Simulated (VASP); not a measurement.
Write the native input for VASP 6.6.1 that does the following.

| Quantity | Value |
| --- | --- |
| Task | relaxation of cell and atoms |
| Functional | BLYP |
| Potentials or basis | VASP PAW PBE potentials, release 64 (Ca_sv) |
| Cutoff | 600 eV |
| k mesh | 8 × 8 × 8 |
| Occupations | fermi-dirac, width 0.05 eV |
| Spin | no spin polarisation |
| Further INCAR settings | ALGO = Normal; EDIFF = 1e-07; IBRION = 2; EDIFFG = -0.005; NSW = 40; ISIF = 3 |

The structure of Ca lies in POSCAR:

```
Ca
1.0
   -2.2400000000      2.2400000000      2.2400000000
    2.2400000000     -2.2400000000      2.2400000000
    2.2400000000      2.2400000000     -2.2400000000
Ca
1
Direct
    0.0000000000      0.0000000000      0.0000000000
```

This isn't the form of Ca at room conditions, which is fcc.

The input as run:

INCAR

```
AGGAC = 1.0
AGGAX = 1.0
ALDAC = 0.0
ALDAX = 1.0
ALGO = Normal
EDIFF = 1E-7
EDIFFG = -0.005
ENCUT = 600
GGA = B5
IBRION = 2
ISIF = 3
ISMEAR = -1
LASPH = T
LCHARG = F
LREAL = F
LWAVE = F
NELM = 60
NSW = 40
PREC = Accurate
SIGMA = 0.05
```

KPOINTS

```
k-points
0
Gamma
  8 8 8
```

Potentials or basis: VASP PAW PBE potentials, release 64 (Ca_sv).

Run with:

```console
$ cat potpaw_PBE.64/Ca_sv/POTCAR > POTCAR
$ mpirun -np 1 vasp_std > vasp.out
```

It gave:

The relaxed volume is 42.30 Å³/atom. The relaxed cell is a = 3.802 Å, b = 3.802 Å, c = 3.802 Å, α = 109.47°, β = 109.47°, γ = 109.47°. The space group after relaxing (to 0.05 Å) is Im-3m (No. 229). The energy gained by relaxing is 7.0 meV/atom, the ionic steps are 4 and the pressure after relaxing is 0.0 GPa. The band gap on the k mesh is none (metal or under the smearing width).

Caveat: the PAW data sets were made with another functional, which shifts forces and pressure a little.

It took 38 s on 1 thread of Intel(R) Xeon(R) 6975P-C (Granite Rapids), with other jobs on the host, peak memory 0.19 GiB.
